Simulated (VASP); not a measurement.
# Ca (Ia-3) in VASP: notebook

Runs on Ca. Level: PBE. Tasks: single point.

Everything below comes from runs of VASP 6.6.1. Logs are shortened: lines on timing, memory, paths and dates and some standing lists are left out, and cuts for length are marked.

## Step 1: Starting point

The structure is cubic, space group Ia-3 (No. 206). The conventional cell has a = 9.152 Å, b = 9.152 Å, c = 9.152 Å, α = 90.00°, β = 90.00°, γ = 90.00°. Ca (site symmetry 3) is surrounded by 4 Ca at 3.27 to 3.29 Å.

The cell was built by a generator and needn't be a form met in nature.

## Step 2: Single point, PBE

The input, INCAR:

```
SYSTEM = Ca
PREC = Accurate
ENCUT = 520
EDIFF = 1E-6
ISMEAR = 0
SIGMA = 0.1
LREAL = .False.
LASPH = .True.
NELM = 100
ALGO = Fast
ISIF = 2
LWAVE = .False.
LCHARG = .True.
GGA = PE
LELF = .True.
LVHAR = .True.
NBANDS = 50
```

The input, KPOINTS:

```
Automatic mesh
0
Gamma
  4 4 4
  0 0 0
```

The input, POSCAR:

```
Ca
1.0
   -4.5762153538      4.5762153538      4.5762153538
    4.5762153538     -4.5762153538      4.5762153538
    4.5762153538      4.5762153538     -4.5762153538
Ca
8
Direct
    0.2060000000      0.2060000000      0.2060000000
    0.5000000000      0.0000000000      0.2940000000
    0.2940000000      0.5000000000      0.0000000000
    0.0000000000      0.2940000000      0.5000000000
    0.7940000000      0.7940000000      0.7940000000
    0.5000000000      0.0000000000      0.7060000000
    0.7060000000      0.5000000000      0.0000000000
    0.0000000000      0.7060000000      0.5000000000
```

Potentials or basis: VASP PAW PBE potentials, release 64 (Ca_sv).

Started as:

```console
$ cat potpaw_PBE.64/Ca_sv/POTCAR > POTCAR
$ mpirun -np 1 vasp_std > vasp.out
```

OUTCAR:

```text
SYSTEM = Ca
   PREC = Accurate
   ENCUT = 520
   EDIFF = 1E-6
   ISMEAR = 0
   LREAL = .False.
   LASPH = .True.
   NELM = 100
   ISIF = 2
   GGA = PE

 ion  position               nearest neighbor table
   1  0.206  0.206  0.206-
   2  0.500  0.000  0.294-
   3  0.294  0.500  0.000-
   4  0.000  0.294  0.500-
   5  0.794  0.794  0.794-
   6  0.500  0.000  0.706-
   7  0.706  0.500  0.000-
   8  0.000  0.706  0.500-

  LATTYP: Found a body centered cubic cell.
 ALAT       =     9.1524307076

  Lattice vectors:

 A1 = (  -4.5762153538,   4.5762153538,   4.5762153538)
 A2 = (   4.5762153538,  -4.5762153538,   4.5762153538)
 A3 = (   4.5762153538,   4.5762153538,  -4.5762153538)

Analysis of symmetry for initial positions (statically):
=====================================================================
 Subroutine PRICEL returns:
 Original cell was already a primitive cell.

 Routine SETGRP: Setting up the symmetry group for a
 body centered cubic supercell.

 Subroutine GETGRP returns: Found 24 space group operations
 (whereof  6 operations were pure point group operations)
 out of a pool of 48 trial point group operations.

The static configuration has the point symmetry S_6 .
 The point group associated with its full space group is T_h .

Analysis of symmetry for dynamics (positions and initial velocities):
=====================================================================
 Subroutine PRICEL returns:
 Original cell was already a primitive cell.

 Routine SETGRP: Setting up the symmetry group for a
 body centered cubic supercell.

 Subroutine GETGRP returns: Found 24 space group operations
 (whereof  6 operations were pure point group operations)
 out of a pool of 48 trial point group operations.

The dynamic configuration has the point symmetry S_6 .
 The point group associated with its full space group is T_h .

 Subroutine INISYM returns: Found 24 space group operations
 (whereof  6 operations are pure point group operations),
 and found     1 'primitive' translations

----------------------------------------------------------------------------------------

                                     Primitive cell

  volume of cell :     383.3358

  direct lattice vectors                    reciprocal lattice vectors
    -4.576215354  4.576215354  4.576215354     0.000000000  0.109260592  0.109260592
     4.576215354 -4.576215354  4.576215354     0.109260592  0.000000000  0.109260592
     4.576215354  4.576215354 -4.576215354     0.109260592  0.109260592  0.000000000

  length of vectors
     7.926237499  7.926237499  7.926237499     0.154517811  0.154517811  0.154517811

  position of ions in fractional coordinates (direct lattice)
     0.206000000  0.206000000  0.206000000
     0.500000000  0.000000000  0.294000000
     0.294000000  0.500000000  0.000000000
     0.000000000  0.294000000  0.500000000
     0.794000000  0.794000000  0.794000000
     0.500000000  0.000000000  0.706000000
     0.706000000  0.500000000  0.000000000
     0.000000000  0.706000000  0.500000000

  ion indices of the primitive-cell ions
   primitive index   ion index
                 1           1
                 2           2
                 3           3
                 4           4
                 5           5
                 6           6
                 7           7
                 8           8

----------------------------------------------------------------------------------------

 KPOINTS: Automatic mesh

Automatic generation of k-mesh.
 Grid dimensions read from file:
 generate k-points for:    4    4    4

 Generating k-lattice:

  Cartesian coordinates                     Fractional coordinates (reciprocal lattice)
     0.000000000  0.027315148  0.027315148     0.250000000  0.000000000  0.000000000
     0.027315148  0.000000000  0.027315148     0.000000000  0.250000000  0.000000000
     0.027315148  0.027315148  0.000000000     0.000000000  0.000000000  0.250000000

  Length of vectors
     0.038629453  0.038629453  0.038629453

  Shift w.r.t. Gamma in fractional coordinates (k-lattice)
     0.000000000  0.000000000  0.000000000

 Subroutine IBZKPT returns following result:
 ===========================================

 Found      8 irreducible k-points:

 Following reciprocal coordinates:
            Coordinates               Weight
  0.000000  0.000000  0.000000      1.000000
  0.250000  0.000000  0.000000     12.000000
  0.500000  0.000000  0.000000      6.000000
  0.250000  0.250000  0.000000     24.000000
  0.250000  0.250000  0.250000      2.000000
 -0.250000  0.250000  0.250000      6.000000
  0.500000  0.500000  0.250000     12.000000
  0.500000  0.500000  0.500000      1.000000
   k-points           NKPTS =      8   k-points in BZ     NKDIM =      8   number of bands    NBANDS=     50
   number of dos      NEDOS =    301   number of ions     NIONS =      8
   total plane-waves  NPLWV = 216000
   dimension x,y,z NGX =    60 NGY =   60 NGZ =   60
   dimension x,y,z NGXF=   120 NGYF=  120 NGZF=  120
   ions per type =               8
   NGX,Y,Z   is equivalent  to a cutoff of  12.58, 12.58, 12.58 a.u.
   NGXF,Y,Z  is equivalent  to a cutoff of  25.17, 25.17, 25.17 a.u.
 SYSTEM =  Ca
   PREC   = accura    normal or accurate (medium, high low for compatibility)
   ISTART =      0    job   : 0-new  1-cont  2-samecut
   ICHARG =      2    charge: 1-file 2-atom 10-const
   ISPIN  =      1    spin polarized calculation?
   LNONCOLLINEAR =      F non collinear calculations
   LSORBIT =      F    spin-orbit coupling
   LASPH  =      T    aspherical Exc in radial PAW
   ENCUT  =  520.0 eV  38.22 Ry    6.18 a.u.  14.74 14.74 14.74*2*pi/ulx,y,z
   NELM   =    100;   NELMIN=  2; NELMDL= -5     # of ELM steps
   EDIFF  = 0.1E-05   stopping-criterion for ELM
   LREAL  =      F    real-space projection
   EDIFFG = 0.1E-04   stopping-criterion for IOM
   NSW    =      0    number of steps for IOM
   IBRION =     -1    ionic relax: 0-MD 1-quasi-New 2-CG
   NFREE  =      0    steps in history (QN), initial steepest desc. (CG)
   ISIF   =      2    stress and relaxation
   ISYM   =      2    0-nonsym 1-usesym 2-fastsym
   POTIM  = 0.5000    time-step for ionic-motion
   TEBEG  =    0.0;   TEEND  =   0.0 temperature during run
   PSTRESS=    0.0 pullay stress
   NELECT =      80.0000    total number of electrons
   NUPDOWN=      -1.0000    fix difference up-down
   EMIN   =  10.00;   EMAX   =-10.00  energy-range for DOS
   EFERMI =   0.00;   METHOD = LEGACY
   ISMEAR =     0;   SIGMA  =   0.10  broadening in eV -4-tet -1-fermi 0-gaus
   EFERMI_NEDOS =   21; number of points for ismear=-14 and -15
   IALGO  =     68    algorithm
   IMIX   =      4    mixing-type and parameters
     AMIX     =   0.40;   BMIX     =  1.00
     AMIX_MAG =   1.60;   BMIX_MAG =  1.00
  volume/ion in A,a.u.               =      47.92       323.36
  Fermi-wavevector in a.u.,A,eV,Ry     =   0.971058  1.835033 12.829656  0.942953
  Thomas-Fermi vector in A             =   2.101244
   LORBIT       =      0    0 simple, 1 ext, 2 COOP (PROOUT), +10 PAW based schemes
   GGA     = PE    functional components
   LHFCALC =     F    Hartree Fock is set to
   AEXX    =    0.0000 exact exchange contribution
   IVDW    =     0    specifies the selected vdW correction
   LEPSILON=     F    determine dielectric tensor
   LRPA    =     F    only Hartree local field effects (RPA)
 non-spin polarized calculation
 RMM-DIIS sequential band-by-band and
 Gauss-broadening in eV      SIGMA  =   0.10
  energy-cutoff  :      520.00
  volume of cell :      383.34
 maximum number of plane-waves:     10380
 NGX is ok and might be reduce to    60

 number of electron      79.9999992 magnetization

 Free energy of the ion-electron system (eV)
  ---------------------------------------------------
  ext. energy  EPLUGINS =         0.00000000
  ---------------------------------------------------
  free energy    TOTEN  =        -8.58336494 eV

  energy without entropy =       -8.50300328  energy(sigma->0) =       -8.54318411

 E-fermi :   1.3690     XC(G=0):  -7.2885

 val. band max:        1.3391928272   @ k =   0.2500   0.2500   0.2500
 cond. band min:       1.3705833861   @ k =   0.2500   0.2500   0.0000
 fundamental gap:      0.0313905589
 Fermi energy:         1.3690272214

 k-point     1 :       0.0000    0.0000    0.0000
  band No.  band energies     occupation
      1     -41.1753      2.00000
      2     -41.1539      2.00000
      3     -41.1360      2.00000
      4     -41.1360      2.00000
      5     -41.1360      2.00000
      6     -41.1151      2.00000
[... 42 lines left out ...]
     49       2.4716      0.00000
     50       2.4894      0.00000

 k-point     2 :       0.2500    0.0000    0.0000
  band No.  band energies     occupation
      1     -41.1713      2.00000
      2     -41.1545      2.00000
      3     -41.1428      2.00000
      4     -41.1403      2.00000
      5     -41.1323      2.00000
      6     -41.1177      2.00000
[... 42 lines left out ...]
     49       2.4097      0.00000
     50       2.4945      0.00000

 k-point     3 :       0.5000    0.0000    0.0000
  band No.  band energies     occupation
      1     -41.1613      2.00000
      2     -41.1613      2.00000
      3     -41.1461      2.00000
      4     -41.1461      2.00000
      5     -41.1245      2.00000
      6     -41.1245      2.00000
[... 42 lines left out ...]
     49       2.4788      0.00000
     50       2.5616      0.00000

 k-point     4 :       0.2500    0.2500    0.0000
  band No.  band energies     occupation
      1     -41.1642      2.00000
      2     -41.1558      2.00000
      3     -41.1511      2.00000
      4     -41.1442      2.00000
      5     -41.1264      2.00000
      6     -41.1196      2.00000
[... 151 lines left out ...]
 k-point     7 :       0.5000    0.5000    0.2500
  band No.  band energies     occupation
      1     -41.1591      2.00000
      2     -41.1586      2.00000
      3     -41.1529      2.00000
      4     -41.1384      2.00000
      5     -41.1303      2.00000
      6     -41.1280      2.00000
[... 42 lines left out ...]
     49       2.5263      0.00000
     50       2.6188      0.00000

 k-point     8 :       0.5000    0.5000    0.5000
  band No.  band energies     occupation
      1     -41.1555      2.00000
      2     -41.1555      2.00000
      3     -41.1555      2.00000
      4     -41.1347      2.00000
      5     -41.1347      2.00000
      6     -41.1347      2.00000
[... 42 lines left out ...]
     49       2.5781      0.00000
     50       2.5823      0.00000

------------------------ aborting loop because EDIFF is reached ----------------------------------------

  FORCE on cell =-STRESS in cart. coord.  units (eV):
  Direction    XX          YY          ZZ          XY          YZ          ZX
  --------------------------------------------------------------------------------------
  -------------------------------------------------------------------------------------
  Total        2.4464568      2.4464568      2.4464568      0.0000000      0.0000000     -0.0000000
  in kB       10.2251287     10.2251287     10.2251287      0.0000000      0.0000000     -0.0000000
  external PRESSURE =      10.2251287 kB  Pullay stress =       0.0000000 kB

 VOLUME and BASIS-vectors are now :
 -----------------------------------------------------------------------------
  energy-cutoff  :      520.00
  volume of cell :      383.34
      direct lattice vectors                 reciprocal lattice vectors
    -4.576215354  4.576215354  4.576215354     0.000000000  0.109260592  0.109260592
     4.576215354 -4.576215354  4.576215354     0.109260592  0.000000000  0.109260592
     4.576215354  4.576215354 -4.576215354     0.109260592  0.109260592  0.000000000

 POSITION                                       TOTAL-FORCE (eV/Angst)
 -----------------------------------------------------------------------------------
      0.94270      0.94270      0.94270         0.425568      0.425568      0.425568
     -0.94270      3.63351      0.94270        -0.425568     -0.425568      0.425568
      0.94270     -0.94270      3.63351         0.425568     -0.425568     -0.425568
      3.63351      0.94270     -0.94270        -0.425568      0.425568     -0.425568
      3.63351      3.63351      3.63351        -0.425568     -0.425568     -0.425568
      0.94270      5.51892     -0.94270         0.425568      0.425568     -0.425568
     -0.94270      0.94270      5.51892        -0.425568      0.425568      0.425568
      5.51892     -0.94270      0.94270         0.425568     -0.425568      0.425568
 -----------------------------------------------------------------------------------
    total drift:                                0.000000      0.000000     -0.000000

  FREE ENERGIE OF THE ION-ELECTRON SYSTEM (eV)
  ---------------------------------------------------
  free  energy   TOTEN  =        -8.5833649433 eV

  energy  without entropy=       -8.5030032803  energy(sigma->0) =       -8.54318411
```

Wall time 4.7 min (1 thread of Intel Xeon Platinum 8488C (Sapphire Rapids), shared host); peak memory 0.53 GiB.

What came out:

```yaml
Free_energy: -8.5834 eV
Pressure: 1.0 GPa
Largest_force: 0.737 eV/Å
Band_gap_on_the_k_mesh: none (metal or under the smearing width)
```

Forces in eV/Å, atoms in the order of the input:
```
Ca   0.426  0.426  0.426
Ca  -0.426 -0.426  0.426
Ca   0.426 -0.426 -0.426
Ca  -0.426  0.426 -0.426
Ca  -0.426 -0.426 -0.426
Ca   0.426  0.426 -0.426
Ca  -0.426  0.426  0.426
Ca   0.426 -0.426  0.426
```

## Step 3: Single point, PBE

This run uses another cell than the first one: it holds 12 atoms, not 8.

The input, INCAR:

```
SYSTEM = Ca
PREC = Accurate
ENCUT = 520
EDIFF = 1E-7
ISMEAR = 0
SIGMA = 0.1
LREAL = .FALSE.
LASPH = .TRUE.
NELM = 100
ALGO = Fast
ISIF = 2
LWAVE = .FALSE.
LCHARG = .TRUE.
GGA = PE
LELF = .TRUE.
LVHAR = .TRUE.
NBANDS = 72
```

The input, KPOINTS:

```
regular mesh
0
G
  3 3 3
  0 0 0
```

The input, POSCAR:

```
Ca
1.0
    4.5489921206      2.6263618254      9.5165281415
   -4.5489921206      2.6263618254      9.5165281415
    0.0000000000     -5.2527236507      9.5165281415
Ca
12
Direct
    0.0888921655      0.5140535944      0.0888921655
    0.0888921655      0.0888921655      0.5140535944
    0.5140535944      0.0888921655      0.0888921655
    0.9111078345      0.4859464056      0.9111078345
    0.4859464056      0.9111078345      0.9111078345
    0.9111078345      0.9111078345      0.4859464056
    0.2307139996      0.6285274313      0.2307139996
    0.2307139996      0.2307139996      0.6285274313
    0.6285274313      0.2307139996      0.2307139996
    0.7692860004      0.3714725687      0.7692860004
    0.3714725687      0.7692860004      0.7692860004
    0.7692860004      0.7692860004      0.3714725687
```

Potentials or basis: VASP PAW PBE potentials, release 64 (Ca_sv).

Started as:

```console
$ cat potpaw_PBE.64/Ca_sv/POTCAR > POTCAR
$ mpirun -np 1 vasp_std > vasp.out
```

Wall time 34 min (1 thread of Intel Xeon Platinum 8259CL at 2.50GHz (Skylake/Cascade Lake), shared host); peak memory 1.2 GiB.

It converged, with:

```
Free energy            : -16.5672 eV
Pressure               : 0.1 GPa
Largest force          : 0.009 eV/Å
Band gap on the k mesh : none (metal or under the smearing width)
```

Forces in eV/Å, atoms in the order of the input:
```
Ca   0.000  0.000 -0.003
Ca   0.000  0.000 -0.003
Ca   0.000  0.000 -0.003
Ca   0.000  0.000  0.003
Ca   0.000  0.000  0.003
Ca   0.000  0.000  0.003
Ca   0.007 -0.004 -0.004
Ca   0.000  0.008 -0.004
Ca  -0.007 -0.004 -0.004
Ca  -0.007  0.004  0.004
Ca   0.007  0.004  0.004
Ca   0.000 -0.008  0.004
```

Stress tensor (GPa, compression positive):
```
0.03 0.00 0.00
0.00 0.03 0.00
0.00 0.00 0.30
```

Levels at points of the mesh, in eV from the Fermi level:
| k point | band 57 | band 58 | band 59 | band 60 | band 61 | band 62 | band 63 | band 64 |
| --- | --- | --- | --- | --- | --- | --- | --- | --- |
| (0.00, 0.00, 0.00) | -0.60 | -0.60 | -0.56 | -0.23 | -0.23 | -0.20 | -0.02 | 0.25 |

(Part 1 of 2 ends here.)
